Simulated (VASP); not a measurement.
# SiGe (Pmma) in VASP: notebook

The runs below take SiGe through relaxation of cell and atoms, with PBEsol.

All numbers are computed with VASP 6.6.1; they aren't measurements. Logs are shortened: lines on timing, memory, paths and dates and some standing lists are left out, and cuts for length are marked.

## (1) Starting point

The structure is orthorhombic, space group Pmma (No. 51). The conventional cell has a = 3.919 Å, b = 3.919 Å, c = 5.542 Å, α = 90.00°, β = 90.00°, γ = 90.00°. Ge (site symmetry mm2) has 2 Si at 2.40 Å and 2 Ge at 2.40 Å as nearest neighbours. Around Si (site symmetry mm2) lie 2 Ge at 2.40 Å and 2 Si at 2.40 Å.

The cell was built by a generator and needn't be a form met in nature.

## (2) Relaxation of cell and atoms, PBEsol

Input file INCAR:

```
ALGO = Normal ; EDIFF = 1E-6
EDIFFG = -0.01 ; ENCUT = 600
GGA = PS ; IBRION = 2
ISIF = 3 ; ISMEAR = 0
KPAR = 4 ; LASPH = True
LCHARG = False ; LREAL = False
LWAVE = False ; NELM = 80
NSW = 90 ; PREC = Accurate
SIGMA = 0.03
```

Input file KPOINTS:

```
k-points
0
Gamma
  6 6 6
```

Input file POSCAR:

```
SiGe
1.0
    5.5424700000      0.0000000000      0.0000000000
    0.0000000000     -5.5424700000      0.0000000000
    0.0000000000      0.0000000000     -5.5424700000
Ge Si
4 4
Direct
    0.7500000000      0.7500000000      0.7500000000
    0.2500000000      0.2500000000      0.7500000000
    0.5000000000      0.0000000000      0.0000000000
    0.0000000000      0.5000000000      0.0000000000
    0.2500000000      0.7500000000      0.2500000000
    0.7500000000      0.2500000000      0.2500000000
    0.0000000000      0.0000000000      0.5000000000
    0.5000000000      0.5000000000      0.5000000000
```

Potentials or basis: VASP PAW PBE potentials, release 64 (Ge_d, Si).

Command:

```sh
$ cat potpaw_PBE.64/Ge_d/POTCAR potpaw_PBE.64/Si/POTCAR > POTCAR
$ mpirun -np 4 vasp_std > vasp.out
```

OUTCAR:

```text
EDIFF = 1E-6
   EDIFFG = -0.01
   ENCUT = 600
   GGA = PS
   IBRION = 2
   ISIF = 3
   ISMEAR = 0
   LASPH = True
   LREAL = False
   NELM = 80
   NSW = 90
   PREC = Accurate

 ion  position               nearest neighbor table
   1  0.750  0.750  0.750-   3 2.40   4 2.40   7 2.40   8 2.40
   2  0.250  0.250  0.750-   3 2.40   4 2.40   7 2.40   8 2.40
   3  0.500  0.000  0.000-   1 2.40   2 2.40   5 2.40   6 2.40
   4  0.000  0.500  0.000-   1 2.40   2 2.40   5 2.40   6 2.40
   5  0.250  0.750  0.250-   3 2.40   4 2.40   7 2.40   8 2.40
   6  0.750  0.250  0.250-   3 2.40   4 2.40   7 2.40   8 2.40
   7  0.000  0.000  0.500-   1 2.40   2 2.40   5 2.40   6 2.40
   8  0.500  0.500  0.500-   1 2.40   2 2.40   5 2.40   6 2.40

  LATTYP: Found a simple cubic cell.
 ALAT       =     5.5424700000

  Lattice vectors:

 A1 = (   5.5424700000,   0.0000000000,   0.0000000000)
 A2 = (   0.0000000000,  -5.5424700000,   0.0000000000)
 A3 = (   0.0000000000,   0.0000000000,  -5.5424700000)

Analysis of symmetry for initial positions (statically):
=====================================================================
 Subroutine PRICEL returns following result:

  LATTYP: Found a simple tetragonal cell.
 ALAT       =     3.9191181215
 C/A-ratio  =     1.4142135624

  Lattice vectors:

 A1 = (   2.7712350000,   2.7712350000,   0.0000000000)
 A2 = (   2.7712350000,  -2.7712350000,   0.0000000000)
 A3 = (   0.0000000000,   0.0000000000,  -5.5424700000)

   2 primitive cells build up your supercell.

 Routine SETGRP: Setting up the symmetry group for a
 simple cubic supercell.

 Subroutine GETGRP returns: Found  8 space group operations
 (whereof  4 operations were pure point group operations)
 out of a pool of 48 trial point group operations.

The static configuration has the point symmetry C_2v.
 The point group associated with its full space group is D_2h.

Analysis of symmetry for dynamics (positions and initial velocities):
=====================================================================
 Subroutine PRICEL returns following result:

  LATTYP: Found a simple tetragonal cell.
 ALAT       =     3.9191181215
 C/A-ratio  =     1.4142135624

  Lattice vectors:

 A1 = (   2.7712350000,   2.7712350000,   0.0000000000)
 A2 = (   2.7712350000,  -2.7712350000,   0.0000000000)
 A3 = (   0.0000000000,   0.0000000000,  -5.5424700000)

   2 primitive cells build up your supercell.

 Routine SETGRP: Setting up the symmetry group for a
 simple cubic supercell.

 Subroutine GETGRP returns: Found  8 space group operations
 (whereof  4 operations were pure point group operations)
 out of a pool of 48 trial point group operations.

The dynamic configuration has the point symmetry C_2v.
 The point group associated with its full space group is D_2h.

 Subroutine INISYM returns: Found  8 space group operations
 (whereof  4 operations are pure point group operations),
 and found     2 'primitive' translations

----------------------------------------------------------------------------------------

                                     Primitive cell

  volume of cell :      85.1295

  direct lattice vectors                    reciprocal lattice vectors
     2.771235000  2.771235000  0.000000000     0.180424973  0.180424973  0.000000000
     2.771235000 -2.771235000  0.000000000     0.180424973 -0.180424973  0.000000000
     0.000000000  0.000000000 -5.542470000     0.000000000  0.000000000 -0.180424973

  length of vectors
     3.919118122  3.919118122  5.542470000     0.255159444  0.255159444  0.180424973

  position of ions in fractional coordinates (direct lattice)
     0.000000000  0.500000000  0.750000000
     0.500000000  0.500000000  0.000000000
     0.500000000  0.000000000  0.250000000
     0.000000000  0.000000000  0.500000000

  ion indices of the primitive-cell ions
   primitive index   ion index
                 1           1
                 2           3
                 3           5
                 4           7

----------------------------------------------------------------------------------------

 KPOINTS: k-points

Automatic generation of k-mesh.
 Grid dimensions read from file:
 generate k-points for:    6    6    6

 Generating k-lattice:

  Cartesian coordinates                     Fractional coordinates (reciprocal lattice)
     0.030070829  0.000000000  0.000000000     0.166666667  0.000000000  0.000000000
     0.000000000 -0.030070829  0.000000000     0.000000000  0.166666667  0.000000000
     0.000000000  0.000000000 -0.030070829     0.000000000  0.000000000  0.166666667

  Length of vectors
     0.030070829  0.030070829  0.030070829

  Shift w.r.t. Gamma in fractional coordinates (k-lattice)
     0.000000000  0.000000000  0.000000000

 Subroutine IBZKPT returns following result:
 ===========================================

 Found     52 irreducible k-points:

 Following reciprocal coordinates:
            Coordinates               Weight
  0.000000  0.000000  0.000000      1.000000
  0.166667  0.000000  0.000000      4.000000
  0.000000  0.000000  0.166667      2.000000
  0.333333  0.000000  0.000000      4.000000
  0.000000  0.000000  0.333333      2.000000
  0.500000  0.000000  0.000000      2.000000
[... 16 lines left out ...]
  0.333333  0.000000  0.500000      4.000000
  0.500000  0.500000  0.000000      1.000000
 [... further k-points ...]
   k-points           NKPTS =     52   k-points in BZ     NKDIM =     52   number of bands    NBANDS=     43
   number of dos      NEDOS =    301   number of ions     NIONS =      8
   total plane-waves  NPLWV = 110592
   dimension x,y,z NGX =    48 NGY =   48 NGZ =   48
   dimension x,y,z NGXF=    96 NGYF=   96 NGZF=   96
   ions per type =               4   4
   NGX,Y,Z   is equivalent  to a cutoff of  14.40, 14.40, 14.40 a.u.
   NGXF,Y,Z  is equivalent  to a cutoff of  28.80, 28.80, 28.80 a.u.
 SYSTEM =  unknown system
   PREC   = accura    normal or accurate (medium, high low for compatibility)
   ISTART =      0    job   : 0-new  1-cont  2-samecut
   ICHARG =      2    charge: 1-file 2-atom 10-const
   ISPIN  =      1    spin polarized calculation?
   LNONCOLLINEAR =      F non collinear calculations
   LSORBIT =      F    spin-orbit coupling
   LASPH  =      T    aspherical Exc in radial PAW
   ENCUT  =  600.0 eV  44.10 Ry    6.64 a.u.  11.07 11.07 11.07*2*pi/ulx,y,z
   NELM   =     80;   NELMIN=  2; NELMDL= -5     # of ELM steps
   EDIFF  = 0.1E-05   stopping-criterion for ELM
   LREAL  =      F    real-space projection
   EDIFFG = -.1E-01   stopping-criterion for IOM
   NSW    =     90    number of steps for IOM
   IBRION =      2    ionic relax: 0-MD 1-quasi-New 2-CG
   NFREE  =      1    steps in history (QN), initial steepest desc. (CG)
   ISIF   =      3    stress and relaxation
   ISYM   =      2    0-nonsym 1-usesym 2-fastsym
   POTIM  = 0.5000    time-step for ionic-motion
   TEBEG  =    0.0;   TEEND  =   0.0 temperature during run
   PSTRESS=    0.0 pullay stress
   NELECT =      72.0000    total number of electrons
   NUPDOWN=      -1.0000    fix difference up-down
   EMIN   =  10.00;   EMAX   =-10.00  energy-range for DOS
   EFERMI =   0.00;   METHOD = LEGACY
   ISMEAR =     0;   SIGMA  =   0.03  broadening in eV -4-tet -1-fermi 0-gaus
   EFERMI_NEDOS =   21; number of points for ismear=-14 and -15
   IALGO  =     38    algorithm
   IMIX   =      4    mixing-type and parameters
     AMIX     =   0.40;   BMIX     =  1.00
     AMIX_MAG =   1.60;   BMIX_MAG =  1.00
  volume/ion in A,a.u.               =      21.28       143.62
  Fermi-wavevector in a.u.,A,eV,Ry     =   1.228803  2.322101 20.544214  1.509957
  Thomas-Fermi vector in A             =   2.363715
   LORBIT       =      0    0 simple, 1 ext, 2 COOP (PROOUT), +10 PAW based schemes
   GGA     = PS    functional components
   LHFCALC =     F    Hartree Fock is set to
   AEXX    =    0.0000 exact exchange contribution
   IVDW    =     0    specifies the selected vdW correction
   LEPSILON=     F    determine dielectric tensor
   LRPA    =     F    only Hartree local field effects (RPA)
 conjugate gradient relaxation of ions
 non-spin polarized calculation
 Gauss-broadening in eV      SIGMA  =   0.03
  energy-cutoff  :      600.00
  volume of cell :      170.26
 maximum number of plane-waves:      5716
 NGX is ok and might be reduce to    48
   NGX = 23   NGY = 23   NGZ = 23

--------------------------------------- Ionic step        1  -------------------------------------------

 number of electron      72.0000066 magnetization

 Free energy of the ion-electron system (eV)
  ---------------------------------------------------
  ext. energy  EPLUGINS =         0.00000000
  ---------------------------------------------------
  free energy    TOTEN  =       -42.59094259 eV

  energy without entropy =      -42.59094259  energy(sigma->0) =      -42.59094259

------------------------ aborting loop because EDIFF is reached ----------------------------------------

  FORCE on cell =-STRESS in cart. coord.  units (eV):
  Direction    XX          YY          ZZ          XY          YZ          ZX
  --------------------------------------------------------------------------------------
  -------------------------------------------------------------------------------------
  Total        0.1365328      0.1365328      0.1135162      0.1404758      0.0000000      0.0000000
  in kB        1.2848059      1.2848059      1.0682143      1.3219107      0.0000000      0.0000000
  external PRESSURE =       1.2126087 kB  Pullay stress =       0.0000000 kB
[... 195 lines left out ...]
  energy  without entropy=      -42.6484931650  energy(sigma->0) =      -42.64849317

--------------------------------------- Ionic step        6  -------------------------------------------

 number of electron      72.0000018 magnetization

 Free energy of the ion-electron system (eV)
  ---------------------------------------------------
  ext. energy  EPLUGINS =         0.00000000
  ---------------------------------------------------
  free energy    TOTEN  =       -42.64853680 eV

  energy without entropy =      -42.64853680  energy(sigma->0) =      -42.64853680

 E-fermi :   5.5054     XC(G=0):  -9.8713

 val. band max:        5.3510849604   @ k =   0.0000   0.0000   0.0000
 cond. band min:       5.6347151767   @ k =   0.0000   0.0000   0.0000
 fundamental gap:      0.2836302163
 Fermi energy:         5.5054183215

 k-point     1 :       0.0000    0.0000    0.0000
  band No.  band energies     occupation
      1     -19.2054      2.00000
      2     -19.1662      2.00000
      3     -19.1662      2.00000
      4     -19.1197      2.00000
      5     -19.1055      2.00000
      6     -19.0813      2.00000
[... 1093 lines left out ...]
     42       9.9076      0.00000
     43       9.9076      0.00000

 [... further k-points ...]

------------------------ aborting loop because EDIFF is reached ----------------------------------------

  FORCE on cell =-STRESS in cart. coord.  units (eV):
  Direction    XX          YY          ZZ          XY          YZ          ZX
  --------------------------------------------------------------------------------------
  -------------------------------------------------------------------------------------
  Total       -0.0017194     -0.0017194     -0.0059254     -0.0139234      0.0000000      0.0000000
  in kB       -0.0161699     -0.0161699     -0.0557237     -0.1309399      0.0000000      0.0000000
  external PRESSURE =      -0.0293545 kB  Pullay stress =       0.0000000 kB
[... 23 lines left out ...]
  FREE ENERGIE OF THE ION-ELECTRON SYSTEM (eV)
  ---------------------------------------------------
  free  energy   TOTEN  =       -42.6485367956 eV

  energy  without entropy=      -42.6485367956  energy(sigma->0) =      -42.64853680

 reached required accuracy - stopping structural energy minimisation
```

It took 5.8 min on 4 MPI ranks of Intel Xeon Platinum 8488C (Sapphire Rapids), shared host; peak memory 0.57 GiB.

Results:

- Free energy: -42.6485 eV
- Relaxed volume: 21.30 Å³/atom
- Relaxed cell: a = 5.544 Å, b = 5.544 Å, c = 5.543 Å, α = 90.00°, β = 90.00°, γ = 89.95°
- Space group after relaxing (to 0.05 Å): Pmma (No. 51)
- Energy gained by relaxing: 7.2 meV/atom
- Ionic steps: 6
- Pressure after relaxing: 0.0 GPa
- Largest force after relaxing: 0.005 eV/Å
- Band gap on the k mesh: 0.28 eV

Forces on the atoms (eV/Å):
```
Ge   0.000  0.000  0.004
Ge   0.000  0.000  0.004
Ge   0.000  0.000 -0.004
Ge   0.000  0.000 -0.004
Si   0.000  0.000  0.005
Si   0.000  0.000  0.005
Si   0.000  0.000 -0.005
Si   0.000  0.000 -0.005
```

The path:
| step | energy change (eV) | largest force (eV/Å) | pressure (GPa) | volume (Å³) |
| --- | --- | --- | --- | --- |
| 1 | 0.0000 | 0.5077 | 0.12 | 170.26 |
| 2 | -0.0537 | 0.1379 | -0.14 | 170.66 |
| 3 | -0.0566 | 0.0468 | -0.22 | 170.77 |
| 4 | -0.0569 | 0.0640 | 0.15 | 170.03 |
| 5 | -0.0576 | 0.0133 | 0.00 | 170.37 |
| 6 | -0.0576 | 0.0053 | 0.00 | 170.37 |

Final structure:
```yaml
crystal:
  lattice:
    - [5.54414, -0.00258, 0.00000]
    - [0.00258, -5.54414, 0.00000]
    - [0.00000, 0.00000, -5.54264]
  atoms:
    - { symbol: Ge, position: [0.75000, 0.75000, 0.74428] }
    - { symbol: Ge, position: [0.25000, 0.25000, 0.74428] }
    - { symbol: Ge, position: [0.50000, 0.00000, 0.00572] }
    - { symbol: Ge, position: [0.00000, 0.50000, 0.00572] }
    - { symbol: Si, position: [0.25000, 0.75000, 0.25522] }
    - { symbol: Si, position: [0.75000, 0.25000, 0.25522] }
    - { symbol: Si, position: [0.00000, 0.00000, 0.49478] }
    - { symbol: Si, position: [0.50000, 0.50000, 0.49478] }
```

Caveat: the PAW data sets were made with another functional, which shifts forces and pressure a little. PBEsol gaps usually lie below the measured ones, often by a third to a half.

## (3) Relaxation of cell and atoms, PBEsol

Edit INCAR of step 2 so:

```diff
@@ -1,3 +1,3 @@
-ALGO = Normal ; EDIFF = 1E-6
-EDIFFG = -0.01 ; ENCUT = 600
+ALGO = Normal ; EDIFF = 1E-7
+EDIFFG = -0.005 ; ENCUT = 600
 GGA = PS ; IBRION = 2
```

KPOINTS is that of step 2.

Input file POSCAR:

```
SiGe                                    
1.0
    5.5441436719     -0.0025753078      0.0000000000
    0.0025753078     -5.5441436719      0.0000000000
    0.0000000000      0.0000000000     -5.5426386544
  Ge              Si            
     4     4
Direct
     0.7500000000000000    0.7500000000000000    0.7442765639103762
     0.2500000000000000    0.2500000000000000    0.7442765639103762
     0.5000000000000000    1.0000000000000000    0.0057234360896238
     1.0000000000000000    0.5000000000000000    0.0057234360896238
     0.2500000000000000    0.7500000000000000    0.2552197328685860
     0.7500000000000000    0.2500000000000000    0.2552197328685860
     0.0000000000000000    0.0000000000000000    0.4947802671314140
     0.5000000000000000    0.5000000000000000    0.4947802671314140
```

Potentials or basis: VASP PAW PBE potentials, release 64 (Ge_d, Si).

Command:

```sh
$ cat potpaw_PBE.64/Ge_d/POTCAR potpaw_PBE.64/Si/POTCAR > POTCAR
$ mpirun -np 4 vasp_std > vasp.out
```

Wall time 2.2 min (4 MPI ranks of Intel Xeon Platinum 8488C (Sapphire Rapids), shared host); peak memory 0.57 GiB.

Results (log left out):

| Property | Result |
| --- | --- |
| Free energy | -42.6485 eV |
| Relaxed volume | 21.29 Å³/atom |
| Relaxed cell | a = 5.544 Å, b = 5.544 Å, c = 5.542 Å, α = 90.00°, β = 90.00°, γ = 89.94° |
| Space group after relaxing (to 0.05 Å) | Pmma (No. 51) |
| Energy gained by relaxing | 0.0 meV/atom |
| Ionic steps | 2 |
| Pressure after relaxing | 0.0 GPa |
| Band gap on the k mesh | 0.28 eV |

Final structure:
```
Ge Si
1.0
     5.54392   -0.00305    0.00000
     0.00305   -5.54392    0.00000
     0.00000    0.00000   -5.54226
Ge Si
4 4
Direct
  0.75000 0.75000 0.74424
  0.25000 0.25000 0.74424
  0.50000 0.00000 0.00576
  0.00000 0.50000 0.00576
  0.25000 0.75000 0.25517
  0.75000 0.25000 0.25517
  0.00000 0.00000 0.49483
  0.50000 0.50000 0.49483
```

Levels at points of the mesh, in eV from the valence-band top:
```csv
k point,band 32,band 33,band 34,band 35,band 36,band 37,band 38,band 39,band 40,band 41
"(0.00, 0.00, 0.00)",-2.97,-2.97,-0.15,-0.06,0.00,0.28,0.28,0.49,0.70,0.92
"(0.50, 0.00, 0.00)",-3.88,-2.03,-2.03,-2.02,-2.02,0.93,0.93,2.79,2.79,4.17
"(0.50, 0.50, 0.00)",-3.82,-1.75,-1.49,-1.49,-1.21,1.81,2.15,2.15,2.50,4.51
"(0.00, 0.00, 0.50)",-3.76,-2.28,-2.08,-2.01,-1.77,0.66,1.17,2.85,3.06,4.15
"(0.50, 0.00, 0.50)",-3.85,-1.56,-1.56,-1.38,-1.38,1.95,1.95,2.31,2.31,4.45
"(0.50, 0.50, 0.50)",-1.38,-1.36,-1.36,-1.33,-1.02,0.29,0.75,0.75,1.21,3.05
```

Caveat: the PAW data sets were made with another functional, which shifts forces and pressure a little. A hybrid or GW would open this gap; PBEsol tends to underestimate it.
